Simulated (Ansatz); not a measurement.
# BaTiO3 (Barioperovskite) (Amm2) in Ansatz: single point with PBE0

Aim: the single point of BaTiO3 (Barioperovskite) with PBE0.

Program: Ansatz 0.2.0. These are calculated values, not measurements. Logs are shortened: lines on timing, memory, paths and dates and some standing lists are left out, and cuts for length are marked.

## 1. The crystal as given

Symmetry: Amm2, No. 38, orthorhombic system. Conventional cell: a = 3.986 Å, b = 5.674 Å, c = 5.690 Å, α = 90.00°, β = 90.00°, γ = 90.00°. Ba (site symmetry mm2) is surrounded by 12 O at 2.77 to 2.92 Å. Ti (site symmetry mm2) is surrounded by 6 O at 1.93 to 2.09 Å. O (site symmetry m) has 2 Ti at 1.93 to 2.09 Å as nearest neighbours. Around O (site symmetry mm2) lie 2 Ti at 2.00 Å.

## 2. Single point, PBE0

input.yaml

```yaml
crystal:
  lattice:
    - [3.9855, 0.0, 0.0]
    - [0.0, 2.8369, 2.84515]
    - [0.0, -2.8369, 2.84515]
  atoms:
    - { symbol: Ba, position: [0.0, 0.0, 0.0] }
    - { symbol: Ti, position: [0.5, 0.5124, 0.5124] }
    - { symbol: O, position: [0.5, 0.99184, 0.50524] }
    - { symbol: O, position: [0.5, 0.50524, 0.99184] }
    - { symbol: O, position: [0.0, 0.4874, 0.4874] }
hamiltonian:
  xc: pbe0
  pseudopotentials: { kind: paw }
kpoints:
  mp_grid: { grid: [4, 4, 4] }
scf:
  occupations: { method: fermi_dirac, width: 0.05 }
output:
  forces: true
  stress: true
  eigenvalues: true
```

Potentials or basis: Ansatz PAW.

Command:

```console
$ ansatz run input.yaml --threads 2 --pin off --max-ram 5632MiB --backend cpu --events-out ev --progress --plain --runs-dir out
```

The program printed:

```text
Warning: output.stress: scf.convergence.dr2_threshold = 1e-7 eV (the SCF's general default) is looser than the 5e-10 eV advised for a printed stress (1e-10 eV for each atom of the cell: 5). What an SCF threshold leaves in a stress goes as its square root, and in the free energy as the threshold itself, and one threshold admits the most on a small cell: of the crystals measured, under no hybrid functional and no lock of the moments, on runs that ended without the residual-converged pass, on stresses that held no estimate of that error, the worst erred by over 100 MPa in a component at 1e-7 eV an atom and by under 5 at 1e-10. Set scf.convergence.dr2_threshold to 5e-10 eV or tighter. The threshold is an SCF's pass mark: one that does not reach it within its budget of iterations ends unconverged, or closes short of it on a stop that the run arms, and scf.convergence.dr2_threshold's page says what that costs each kind of run
Warning: output.stress: scf.exx.energy_threshold = 1e-6 eV is looser than the 5e-8 eV advised for a stress under a hybrid functional (1e-8 eV for each atom of the cell: 5). Every SCF of the exchange loop can meet its threshold on dr2 while the loop round them stops early: no threshold on dr2 bounds what that leaves in the stress. Set scf.exx.energy_threshold to 5e-8 eV or tighter. The threshold is the loop's pass mark: a loop that does not reach it within its budget of cycles ends unconverged, and scf.exx.energy_threshold's page has the law
Warning: RAYON_NUM_THREADS=2 ignored (pool sized by the plan → 2); use --threads N
Engine: ansatz 0.2.0, x86_64-unknown-linux-gnu
Pseudopotentials: kind: paw
Pseudopotential: Ba, paw, valence charge 10, recommended cutoff 420 eV (normal), Ba.paw.azcp
Pseudopotential: Ti, paw, valence charge 12, recommended cutoff 420 eV (normal), Ti.paw.azcp
Pseudopotential: O, paw, valence charge 6, recommended cutoff 420 eV (normal), O.paw.azcp
Functional definition: PBE0
  parameter a = 0.25
  parameter kappa = 0.804
  parameter beta = 0.06672455060314922
  exchange = (1 - a)*pbe_x(kappa = kappa, mu = beta*pi^2/3) + a*exact_x
  correlation = pbe_c(beta = beta)
Crystal: 5 atoms, lattice volume = 64.337 Å³
Basis set: ecut = 420 eV, 1249 PW (Γ), exchange–correlation on 54×54×54 points (8 copies of the dense FFT grid, shifted against one another)
Bands: 25, of which v1, the nominal top of the filled ones, is band 20 counted from 1 (19 counted from 0)
Symmetry: 4 space group operations
Space group: Amm2 (ITA 38), of the structure as read, at distance tolerance 4.0e-5 Å
k-points: 21 of 64 (time reversal used)
Non-local potential: Ba, projectors of the file, l = 0: 3, l = 1: 2, l = 2: 2, l = 3: 2
Non-local potential: Ti, projectors of the file, l = 0: 3, l = 1: 2, l = 2: 3, l = 3: 1
Non-local potential: O, projectors of the file, l = 0: 2, l = 1: 2, l = 2: 1
PAW form: soft (Blöchl's): semilocal exchange-correlation on the pseudo side does not see the compensation charge
PAW frozen core: Ba, regenerated for the run's functional, and the local potential with it (the file was generated under x = pbe(κ = 0.804, μ = 0.2195149727645171), c = pbe(β = 0.06672455060314922))
PAW frozen core: Ti, regenerated for the run's functional, and the local potential with it (the file was generated under x = pbe(κ = 0.804, μ = 0.2195149727645171), c = pbe(β = 0.06672455060314922))
PAW frozen core: O, regenerated for the run's functional, and the local potential with it (the file was generated under x = pbe(κ = 0.804, μ = 0.2195149727645171), c = pbe(β = 0.06672455060314922))
PAW one-centre angular grid: Ba, 194 points (default); XC on 64 Gauss nodes
PAW one-centre angular grid: Ti, 590 points (default); XC on 64 Gauss nodes
PAW one-centre angular grid: O, 110 points (default); XC on 64 Gauss nodes
Initial density: superposition of atomic densities (neutral atoms: chi_scale 0, normalization atom), corrected by the library's trained network
Initial wavefunctions: pseudopotential atomic-orbital guess
Functional: x = pbe(κ = 0.804, μ = 0.2195149727645171), c = pbe(β = 0.06672455060314922), warm-up for x = 0.75 pbe(κ = 0.804, μ = 0.2195149727645171) + 0.25 exact, c = pbe(β = 0.06672455060314922)
[... 30 lines left out ...]
SCF 3 converged in 6 iterations: F = -10162.922739 eV  dr2 = 4.03e-9
  Residual-converged pass: ⟨swp⟩=2.4  Hψ=952  notcnv=0  max |occ|·‖R‖ = 7.0e-7 eV (tolerance 7.0e-7 eV)  dr2=4.03e-9  dr2_onsite=3.60e-10  max |Δocc| = 2.2e-27
hybrid outer 2: dexx = +3.842e-6 eV, tail = 6.00e-8 eV, Δε = 2.95e-3 eV (about 8.12e-5 eV left of the loop's levels), ΔF = 8.09e-3 eV/Å (tail 9.51e-4)
hybrid SCF converged: 2 outer / 14 inner (+2 warm-up), last move |dexx| = 3.84e-6 eV, tail = 6.00e-8 eV
Stability not checked: this state was not tested for a lower state beside it, because the functional holds exact exchange (a hybrid, or Hartree-Fock), whose exchange loop this test does not read (fock_operator; see scf.lower_state_search)
Free energy (F): -10162.922739 eV
Frozen-core exchange: fock
Harris-Foulkes:  -10162.922739 eV  (|F-HF|=3.59e-9)
Internal energy: -10162.922739 eV  (E = F + TS)
E sigma→0 (E₀):  -10162.922739 eV
Fermi energy:    10.903370 eV
--- Per-component energies (eV) ---
  E_band       = -241.608028
  E_kinetic    = 971.789820
  E_local      = -2090.865458  (includes V_loc(G=0)·N_el)
  E_nonlocal   = 196.550657
  E_hartree    = 813.811822
  E_xc         = -380.111979
  E_vxc        = -422.732359  (∫ρ·V_xc dr)
  E_exx        = -133.581957  (= α·E_x^exact, valence–valence)
  E_paw        = -6724.869996  (= ΣΔE_a)
  E_vpaw       = -256.816377  (= ΣTr[D̂ρ^β])
  E_aug_tail   = 0.007362  (compensation charges beyond the density's cutoff)
  E_ewald      = -2815.256928
  E_core_change = -0.396082  (= ΣΔE_core)
  E_smearing   = -0.000000  (= −TS)
  E_closure    = -0.000000  (closes the sum)
  Σ components = -10162.922739   (vs F -10162.922739, Δ=0.00e0)
--- Forces (eV/Å), atoms counted from 1 ---
  atom   1  Ba    -0.00000000     0.00000000     0.16706899
  atom   2  Ti    -0.00000000     0.00000000     0.39267004
  atom   3  O     -0.00000000    -0.13329438    -0.40695911
  atom   4  O     -0.00000000     0.13329438    -0.40695911
  atom   5  O     -0.00000000     0.00000000     0.25447931
  max |Σ_I F_I| component: 3.00e-4 eV/Å
--- Stress (GPa, compression-positive) ---
       -3.035453       0.000000       0.000000
        0.000000      -2.933290      -0.000000
        0.000000      -0.000000      -3.593027
  P = ⅓ Tr σ = -3.1873 GPa (-31.873 kbar)
--- Band table (eV; the first three rows and the last of 21) ---
  k-point 0: bands = ["-52.0993", "-26.6704", "-26.6683", "-26.6527", "-17.1690", "-9.6334", "-8.9487", "-8.9324", "-1.3479", "-1.3420", "-1.3223", "6.3296", "6.3335", "6.3393", "7.5458", "7.6045", "7.6615", "8.5694", "8.6513", "8.6970", "12.9021", "12.9630", "13.1122", "15.0409", "15.0910"]
  k-point 1: bands = ["-52.0989", "-26.6939", "-26.6676", "-26.6510", "-17.0990", "-9.7077", "-8.9243", "-8.8319", "-1.2475", "-1.2222", "-1.1072", "5.3882", "6.1391", "6.1478", "7.0089", "7.1528", "7.3437", "7.5588", "8.2729", "8.3631", "13.0661", "13.9043", "13.9622", "15.0796", "16.3444"]
  k-point 2: bands = ["-52.0987", "-26.7191", "-26.6661", "-26.6494", "-17.0266", "-9.8679", "-8.9037", "-8.6162", "-1.1436", "-1.1162", "-0.8692", "4.4735", "5.8385", "5.8489", "6.6374", "6.8201", "6.9112", "7.1040", "8.0221", "8.0896", "13.1415", "14.7783", "14.8083", "15.0765", "17.2189"]
  k-point 20: bands = ["-52.0971", "-26.7114", "-26.7097", "-26.6990", "-16.8590", "-8.7004", "-8.6916", "-8.6695", "-2.1669", "-2.1276", "-2.1204", "3.9062", "4.6676", "4.6964", "6.3470", "6.3625", "6.3754", "8.7933", "8.8331", "8.8462", "15.5186", "15.5722", "15.5875", "17.9081", "17.9643"]
```

It took 5.3 min on 2 threads of Intel Xeon at 2.50GHz (Skylake/Cascade Lake), shared host; peak memory 1.5 GiB.

What came out:

* Free energy: -10162.9227 eV
* Pressure: -3.2 GPa
* Largest force: 0.428 eV/Å
* Band gap on the k mesh: 4.06 eV, indirect (least direct gap 4.21 eV)

Forces in eV/Å, atoms in the order of the input:
```
Ba   0.000  0.000  0.167
Ti   0.000  0.000  0.393
O    0.000 -0.133 -0.407
O    0.000  0.133 -0.407
O    0.000  0.000  0.254
```

Caveat: the pressure holds a Pulay correction of +0.4 GPa for the finite cutoff; spin-orbit coupling is left out, which moves the levels of the heavy elements; the PAW data sets come from PBE, with cores solved anew for the run's functional, which leaves a small shift of forces and pressure; the thresholds are loose for stress.
